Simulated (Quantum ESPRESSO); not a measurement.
# Ge (Fd-3m) in Quantum ESPRESSO: settings compared

The runs below take Ge through phonons, with PBE, LDA, vdW-DF-cx.

Everything below comes from runs of Quantum ESPRESSO 7.5. Logs are shortened: lines on timing, memory, paths and dates and some standing lists are left out, and cuts for length are marked.

**The experiment to reproduce.**

“Electronic and optical properties of SixGe1-x-ySny alloys lattice-matched to Ge”, 2021, arxiv:2109.02782 reports, for a bulk crystal of Ge: band gap 0.807 eV (direct) at 300 K; band gap 0.666 eV (indirect) at 293 K.

The results are compared with them further down.

**1. Starting point**

The structure is cubic, space group Fd-3m (No. 227). The conventional cell has a = 5.658 Å, b = 5.658 Å, c = 5.658 Å, α = 90.00°, β = 90.00°, γ = 90.00°. Around Ge (site symmetry -43m) lie 4 Ge at 2.45 Å.

**2. Phonons, PBE**

Contents of pw.in:

```
&CONTROL
  calculation = 'scf'
  prefix = 'pwscf'
  outdir = './tmp'
  pseudo_dir = './pseudo'
  tprnfor = .true.
  tstress = .true.
  disk_io = 'low'
/
&SYSTEM
  ibrav = 0
  nat = 2
  ntyp = 1
  ecutwfc = 70
  nbnd = 21
  occupations = 'smearing'
  smearing = 'mv'
  degauss = 0.01469973
/
&ELECTRONS
  conv_thr = 4d-10
  electron_maxstep = 120
  mixing_beta = 0.5
/
ATOMIC_SPECIES
Ge    72.6300 Ge_ONCV_PBE-1.2.upf
CELL_PARAMETERS angstrom
   0.0000000000    2.8289100000    2.8289100000
   2.8289100000    0.0000000000    2.8289100000
   2.8289100000    2.8289100000    0.0000000000
ATOMIC_POSITIONS crystal
Ge     0.7500000000    0.7500000000    0.7500000000
Ge     0.5000000000    0.5000000000    0.5000000000
K_POINTS automatic
8 8 8 0 0 0
```

Contents of relax.in:

```
&CONTROL
  calculation = 'vc-relax'
  prefix = 'pwscf'
  outdir = './tmp'
  pseudo_dir = './pseudo'
  tprnfor = .true.
  tstress = .true.
  disk_io = 'low'
  nstep = 40
  forc_conv_thr = 0.0001
  etot_conv_thr = 1d-06
/
&SYSTEM
  ibrav = 0
  nat = 2
  ntyp = 1
  ecutwfc = 70
  nbnd = 21
  occupations = 'smearing'
  smearing = 'mv'
  degauss = 0.01469973
/
&ELECTRONS
  conv_thr = 4d-10
  electron_maxstep = 120
  mixing_beta = 0.5
/
&IONS
  ion_dynamics = 'bfgs'
/
&CELL
  cell_dynamics = 'bfgs'
  press = 0
  press_conv_thr = 0.2
/
ATOMIC_SPECIES
Ge    72.6300 Ge_ONCV_PBE-1.2.upf
CELL_PARAMETERS angstrom
   0.0000000000    2.8289100000    2.8289100000
   2.8289100000    0.0000000000    2.8289100000
   2.8289100000    2.8289100000    0.0000000000
ATOMIC_POSITIONS crystal
Ge     0.7500000000    0.7500000000    0.7500000000
Ge     0.5000000000    0.5000000000    0.5000000000
K_POINTS automatic
8 8 8 0 0 0
```

Contents of scf2.in:

```
&CONTROL
  calculation = 'scf'
  prefix = 'pwscf'
  outdir = './tmp'
  pseudo_dir = './pseudo'
  tprnfor = .true.
  tstress = .true.
  disk_io = 'low'
/
&SYSTEM
  ibrav = 0
  nat = 2
  ntyp = 1
  ecutwfc = 70
  nbnd = 21
  occupations = 'smearing'
  smearing = 'mv'
  degauss = 0.01469973
/
&ELECTRONS
  conv_thr = 1d-13
  electron_maxstep = 120
  mixing_beta = 0.5
  startingpot = 'file'
  startingwfc = 'file'
/
ATOMIC_SPECIES
Ge    72.6300 Ge_ONCV_PBE-1.2.upf
CELL_PARAMETERS angstrom
   0.0000000000    2.8829101277    2.8829101277
   2.8829101277    0.0000000000    2.8829101277
   2.8829101277    2.8829101277    0.0000000000
ATOMIC_POSITIONS crystal
Ge     0.7500000000    0.7500000000    0.7500000000
Ge     0.5000000000    0.5000000000    0.5000000000
K_POINTS automatic
8 8 8 0 0 0
```

Contents of ph.in:

```
phonons of Ge
&INPUTPH
  prefix = 'pwscf'
  outdir = './tmp'
  tr2_ph = 1d-16
  fildyn = 'dyn'
  niter_ph = 60
  alpha_mix(1) = 0.4
/
0.0000000000 0.0000000000 0.0000000000
```

Contents of dynmat.in:

```
&INPUT
  fildyn = 'dyn'
  asr = 'crystal'
  filout = 'dynmat.disp'
  fileig = 'dynmat.eig'
/
```

Potentials or basis: SG15 PBE 1.2.

Launch:

```sh
$ OMP_NUM_THREADS=1 pw.x -in pw.in > pw.out
$ OMP_NUM_THREADS=1 pw.x -in relax.in > relax.out
$ OMP_NUM_THREADS=1 pw.x -in scf2.in > scf2.out
$ OMP_NUM_THREADS=1 ph.x -in ph.in > ph.out
$ OMP_NUM_THREADS=1 dynmat.x -in dynmat.in > dynmat.out
```

pw.out:

```text
This program is part of the open-source Quantum ESPRESSO suite
     for quantum simulation of materials; please cite
[... 9 lines left out ...]
     --------------------
     sticks:   dense  smooth     PW     G-vecs:    dense   smooth      PW
     Sum        1099    1099    313                24045    24045    3839

     Using Slab Decomposition

     bravais-lattice index     =            0
     lattice parameter (alat)  =       7.5602  a.u.
     unit-cell volume          =     305.5512 (a.u.)^3
     number of atoms/cell      =            2
     number of atomic types    =            1
     number of electrons       =        28.00
     number of Kohn-Sham states=           21
     kinetic-energy cutoff     =      70.0000  Ry
     charge density cutoff     =     280.0000  Ry
     scf convergence threshold =      4.0E-10
     mixing beta               =       0.5000
     number of iterations used =            8  plain     mixing
     Exchange-correlation= PBE
                           (   1   4   3   4   0   0   0)

     celldm(1)=   7.560195  celldm(2)=   0.000000  celldm(3)=   0.000000
     celldm(4)=   0.000000  celldm(5)=   0.000000  celldm(6)=   0.000000

     crystal axes: (cart. coord. in units of alat)
               a(1) = (   0.000000   0.707107   0.707107 )
               a(2) = (   0.707107   0.000000   0.707107 )
               a(3) = (   0.707107   0.707107   0.000000 )

     reciprocal axes: (cart. coord. in units 2 pi/alat)
               b(1) = ( -0.707107  0.707107  0.707107 )
               b(2) = (  0.707107 -0.707107  0.707107 )
               b(3) = (  0.707107  0.707107 -0.707107 )

     PseudoPot. # 1 for Ge read from file:
     Ge_ONCV_PBE-1.2.upf
     Pseudo is Norm-conserving, Zval = 14.0
     Generated using ONCVPSP code by D. R. Hamann
     Using radial grid of  602 points,  6 beta functions with:
                l(1) =   0
                l(2) =   0
                l(3) =   1
                l(4) =   1
                l(5) =   2
                l(6) =   2

     atomic species   valence    mass     pseudopotential
     Ge               14.00    72.63000     Ge( 1.00)

     48 Sym. Ops., with inversion, found (24 have fractional translation)

   Cartesian axes

     site n.     atom                  positions (alat units)
         1        Ge     tau(   1) = (   1.0606602   1.0606602   1.0606602  )
         2        Ge     tau(   2) = (   0.7071068   0.7071068   0.7071068  )

     number of k points=    29  Marzari-Vanderbilt smearing, width (Ry)=  0.0147
                       cart. coord. in units 2pi/alat
        k(    1) = (   0.0000000   0.0000000   0.0000000), wk =   0.0039062
        k(    2) = (   0.0883883   0.0883883  -0.0883883), wk =   0.0312500
        k(    3) = (   0.1767767   0.1767767  -0.1767767), wk =   0.0312500
        k(    4) = (   0.2651650   0.2651650  -0.2651650), wk =   0.0312500
        k(    5) = (  -0.3535534  -0.3535534   0.3535534), wk =   0.0156250
        k(    6) = (   0.1767767   0.0000000   0.0000000), wk =   0.0234375
[... 21 lines left out ...]
        k(   28) = (  -0.7071068   0.1767767  -0.0000000), wk =   0.0468750
        k(   29) = (  -0.7071068   0.3535534   0.0000000), wk =   0.0234375

     Dense  grid:    24045 G-vectors     FFT dimensions: (  48,  48,  48)

     Initial potential from superposition of free atoms

     starting charge      27.8924, renormalised to      28.0000
     Starting wfcs are random

     Self-consistent Calculation

     iteration #  1     ecut=    70.00 Ry     beta= 0.50
     Davidson diagonalization with overlap
     ethr =  1.00E-02,  avg # of iterations =  9.4

     Threshold (ethr) on eigenvalues was too large:
     Diagonalizing with lowered threshold

     Davidson diagonalization with overlap
     ethr =  1.63E-04,  avg # of iterations =  4.4

     total energy              =    -283.14783198 Ry
     estimated scf accuracy    <       0.03467850 Ry

     iteration #  2     ecut=    70.00 Ry     beta= 0.50
     Davidson diagonalization with overlap
     ethr =  1.24E-04,  avg # of iterations =  1.0
     Minimization algorithm failed to find Fermi energy: reverting to bisection
     Possible cause: smearing is larger than the electronic band-gap.

     total energy              =    -283.14886466 Ry
     estimated scf accuracy    <       0.00641085 Ry

     iteration #  3     ecut=    70.00 Ry     beta= 0.50
     Davidson diagonalization with overlap
     ethr =  2.29E-05,  avg # of iterations =  1.6

     total energy              =    -283.14937478 Ry
     estimated scf accuracy    <       0.00013963 Ry
[... 26 lines left out ...]
     total energy              =    -283.14942116 Ry
     estimated scf accuracy    <       0.00000009 Ry

     iteration #  8     ecut=    70.00 Ry     beta= 0.50
     Davidson diagonalization with overlap
     ethr =  3.37E-10,  avg # of iterations =  2.0
     Minimization algorithm failed to find Fermi energy: reverting to bisection
     Possible cause: smearing is larger than the electronic band-gap.

     total energy              =    -283.14942117 Ry
     estimated scf accuracy    <          6.5E-09 Ry

     iteration #  9     ecut=    70.00 Ry     beta= 0.50
     Davidson diagonalization with overlap
     ethr =  2.32E-11,  avg # of iterations =  2.6

     End of self-consistent calculation

          k = 0.0000 0.0000 0.0000 (  2975 PWs)   bands (ev):

   -13.7915 -13.7915 -13.7915 -13.7466 -13.7466 -13.5430 -13.5430 -13.5430
   -13.5228 -13.5228  -1.6748  11.0943  11.0943  11.0943  11.1419  13.6563
    13.6563  13.6563  17.5403  20.5294  20.5294

          k = 0.0884 0.0884-0.0884 (  3008 PWs)   bands (ev):

   -13.7988 -13.7988 -13.7889 -13.7360 -13.7360 -13.5521 -13.5521 -13.5460
   -13.5155 -13.5155  -1.4846   8.7441  10.7604  10.7604  12.1462  14.1043
    14.1043  14.5928  18.4705  19.6531  19.6531
[... 13 lines left out ...]
          k =-0.3536-0.3536 0.3536 (  2998 PWs)   bands (ev):

   -13.8156 -13.8156 -13.7733 -13.7051 -13.7051 -13.5709 -13.5709 -13.5641
   -13.5020 -13.5020   0.4143   3.4999   9.6927   9.6927  11.2852  14.8417
    14.8417  18.2548  21.6814  22.1952  22.3508

          k = 0.1768 0.0000 0.0000 (  3006 PWs)   bands (ev):

   -13.7972 -13.7972 -13.7970 -13.7376 -13.7249 -13.5748 -13.5343 -13.5343
   -13.5309 -13.5104  -1.4202   8.7124  10.2219  10.2219  13.0074  13.3557
    14.8506  14.8506  18.4663  18.7630  20.7980

          k = 0.2652 0.0884-0.0884 (  3004 PWs)   bands (ev):

   -13.8115 -13.8052 -13.7872 -13.7238 -13.7052 -13.5949 -13.5485 -13.5362
   -13.5184 -13.5028  -0.9841   6.9213   9.5826   9.6601  13.0146  13.7320
    15.6798  15.9650  18.4043  20.0761  20.6100
[... 19 lines left out ...]
          k =-0.0884-0.2652 0.2652 (  3012 PWs)   bands (ev):

   -13.8176 -13.8163 -13.7701 -13.7158 -13.6990 -13.5855 -13.5734 -13.5499
   -13.5062 -13.4957  -0.5167   5.5881   8.5467  10.1700  12.7436  14.8768
    15.0660  16.8164  18.6847  20.0295  21.4985

          k = 0.0000-0.1768 0.1768 (  3012 PWs)   bands (ev):

   -13.8094 -13.8037 -13.7843 -13.7285 -13.7178 -13.5714 -13.5635 -13.5293
   -13.5252 -13.5028  -1.1717   7.4682   9.3567  10.7134  12.8293  14.2266
    14.3833  15.8988  18.6399  19.6064  19.7222

          k = 0.3536 0.0000 0.0000 (  3042 PWs)   bands (ev):

   -13.8097 -13.8097 -13.7946 -13.7124 -13.6804 -13.6272 -13.5542 -13.5146
   -13.5146 -13.5131  -0.6645   6.3839   9.0608   9.0608  12.1166  13.8507
    16.9418  16.9418  18.1920  21.2755  21.6055

          k = 0.4419 0.0884-0.0884 (  3027 PWs)   bands (ev):

   -13.8237 -13.8163 -13.7759 -13.6949 -13.6604 -13.6477 -13.5720 -13.5375
   -13.5033 -13.4935  -0.0055   5.0248   8.2441   8.7108  12.3730  13.8047
    16.8714  17.5661  20.3815  22.1300  22.3414
[... 7 lines left out ...]
          k =-0.0884-0.4419 0.4419 (  3027 PWs)   bands (ev):

   -13.8397 -13.8247 -13.7390 -13.6779 -13.6670 -13.6233 -13.6076 -13.5761
   -13.4892 -13.4767   0.9873   3.5026   6.9516   9.0165  12.7217  16.1430
    16.7722  17.9012  18.8149  20.1026  22.9647

          k = 0.0000-0.3536 0.3536 (  3042 PWs)   bands (ev):

   -13.8318 -13.8237 -13.7470 -13.7028 -13.6759 -13.6045 -13.5911 -13.5711
   -13.4895 -13.4872   0.2103   4.5713   7.2351   9.5924  13.0677  15.8988
    16.2190  16.4201  18.7494  20.5770  23.0499

          k = 0.5303-0.0000 0.0000 (  3034 PWs)   bands (ev):

   -13.8209 -13.8209 -13.7740 -13.6841 -13.6751 -13.6284 -13.5895 -13.5370
   -13.4960 -13.4960   0.5643   4.1876   8.2899   8.2899  11.6771  12.6704
    19.1595  19.1595  20.3732  22.9565  23.5371

          k =-0.0884-0.6187 0.6187 (  3023 PWs)   bands (ev):

   -13.8317 -13.8244 -13.7481 -13.7002 -13.6547 -13.6117 -13.6108 -13.5646
   -13.4901 -13.4830   1.3941   3.1403   7.5361   8.2022  11.9982  13.0480
    19.0111  19.4225  21.6943  22.9788  23.0679

          k = 0.0000-0.5303 0.5303 (  3032 PWs)   bands (ev):

   -13.8418 -13.8261 -13.7338 -13.6752 -13.6440 -13.6337 -13.6254 -13.5786
   -13.4875 -13.4731   1.7405   2.8025   6.7645   8.4648  12.2578  15.1892
    18.3302  18.4912  19.2787  20.8978  24.7155

          k =-0.7071 0.0000 0.0000 (  3026 PWs)   bands (ev):

   -13.8253 -13.8253 -13.7356 -13.7356 -13.6319 -13.6319 -13.5779 -13.5779
   -13.4886 -13.4886   2.2112   2.2112   8.0247   8.0247  11.8492  11.8492
    20.6290  20.6290  22.7255  22.7256  23.9015

          k = 0.3536 0.1768 0.0000 (  3007 PWs)   bands (ev):

   -13.8189 -13.8174 -13.7732 -13.7106 -13.6841 -13.6165 -13.5613 -13.5459
   -13.5052 -13.4955  -0.4388   5.7310   8.2441   9.4815  13.4675  13.9143
    15.7559  16.6476  19.1333  21.2622  21.4944

          k =-0.2652-0.4419 0.6187 (  3027 PWs)   bands (ev):

   -13.8314 -13.8234 -13.7515 -13.6959 -13.6710 -13.6250 -13.5774 -13.5701
   -13.4927 -13.4854   0.3690   4.2770   7.5569   9.0017  13.5626  14.5242
    16.0153  17.2536  20.4137  20.7767  22.6455
[... 13 lines left out ...]
          k =-0.0884-0.4419 0.6187 (  3038 PWs)   bands (ev):

   -13.8399 -13.8305 -13.7270 -13.6706 -13.6591 -13.6353 -13.6139 -13.5842
   -13.4838 -13.4751   1.5119   3.0678   6.9611   8.0138  13.3984  15.3296
    16.2046  18.1985  20.0028  22.7626  23.2861

          k = 0.0000-0.3536 0.5303 (  3030 PWs)   bands (ev):

   -13.8404 -13.8298 -13.7284 -13.6736 -13.6474 -13.6472 -13.6108 -13.5832
   -13.4842 -13.4754   1.1857   3.4290   6.8105   8.3743  13.7720  15.6286
    16.0897  17.8869  19.3266  20.7803  24.4944

          k =-0.7071 0.1768-0.0000 (  3024 PWs)   bands (ev):

   -13.8326 -13.8326 -13.7170 -13.7170 -13.6339 -13.6339 -13.5942 -13.5942
   -13.4815 -13.4815   2.2588   2.2588   7.5587   7.5587  13.0408  13.0408
    18.7160  18.7160  22.1645  22.1645  24.0141

          k =-0.7071 0.3536 0.0000 (  3028 PWs)   bands (ev):

   -13.8385 -13.8385 -13.6941 -13.6941 -13.6408 -13.6408 -13.6100 -13.6100
   -13.4758 -13.4758   2.3090   2.3090   7.1945   7.1945  15.4331  15.4331
    15.8145  15.8145  22.1281  22.1281  24.1008

     the Fermi energy is    11.0256 ev

!    total energy              =    -283.14942118 Ry
     estimated scf accuracy    <          3.8E-10 Ry
     smearing contrib. (-TS)   =       0.00023465 Ry
     internal energy E=F+TS    =    -283.14965582 Ry

     The total energy is F=E-TS. E is the sum of the following terms:
     one-electron contribution =    -129.94663898 Ry
     hartree contribution      =      79.22427826 Ry
     xc contribution           =     -34.92653690 Ry
     ewald contribution        =    -197.50075820 Ry

     convergence has been achieved in   9 iterations

     Forces acting on atoms (cartesian axes, Ry/au):

     atom    1 type  1   force =     0.00000000    0.00000000   -0.00000000
     atom    2 type  1   force =    -0.00000000    0.00000000    0.00000000

     Total force =     0.000000     Total SCF correction =     0.000000

     Computing stress (Cartesian axis) and pressure

          total   stress  (Ry/bohr**3)                   (kbar)     P=       37.67
   0.00025604  -0.00000000  -0.00000000           37.67       -0.00       -0.00
  -0.00000000   0.00025604  -0.00000000           -0.00       37.67       -0.00
  -0.00000000  -0.00000000   0.00025604           -0.00       -0.00       37.67

=------------------------------------------------------------------------------=
   JOB DONE.
=------------------------------------------------------------------------------=
```

Run time: 8.1 min. Hardware: 1 thread of AMD EPYC 9R14 (Zen 4), shared host; peak memory 0.11 GiB.

What came out:

- Free energy: -3852.4746 eV
- Relaxed volume: 23.96 Å³/atom
- Relaxed cell: a = 4.077 Å, b = 4.077 Å, c = 4.077 Å, α = 60.00°, β = 60.00°, γ = 60.00°
- Space group after relaxing (to 0.05 Å): Fd-3m (No. 227)
- Pressure after relaxing: 0.0 GPa
- Band gap on the k mesh: none (metal or under the smearing width)
- Highest phonon frequency at Γ: 264 cm⁻¹

The path:
```
step  energy change (eV)  largest force (eV/Å)  pressure (GPa)  volume (Å³)
   1              0.0000                0.0000            3.77        45.28
   2             -0.0168                0.0000            2.40        46.15
   3             -0.0271                0.0000            1.03        47.13
   4             -0.0297                0.0000            0.03        47.90
   5             -0.0297                0.0000            0.00        47.92
```

Final structure:
```
Ge
1.0
     0.00000    2.88291    2.88291
     2.88291    0.00000    2.88291
     2.88291    2.88291    0.00000
Ge
2
Cartesian
  4.3244 4.3244 4.3244
  2.8829 2.8829 2.8829
```

Levels at points of the mesh, in eV from the Fermi level:
```csv
k point,band 12,band 13,band 14,band 15,band 16,band 17
"(0.00, 0.00, 0.00)",-0.35,0.11,0.11,0.11,2.65,2.65
"(0.00, 0.00, -0.50)",-7.23,-1.20,-1.20,0.14,3.83,3.83
"(0.00, -0.50, -0.50)",-8.56,-2.76,-2.76,0.94,0.94,9.18
```

Phonon frequencies in cm⁻¹ (negative: imaginary):
```tsv
q point	frequencies
(0.000, 0.000, 0.000)	8 8 8 264 264 264
```

Optical modes at Γ, degenerate ones joined:
```csv
cm⁻¹,components,symmetry,active in
264,3,T2g,Raman
```

Caveat: this crystal is a semiconductor, whose small gap the functional closes, so the metal is an error of the method.

[end of part 1 of 3]
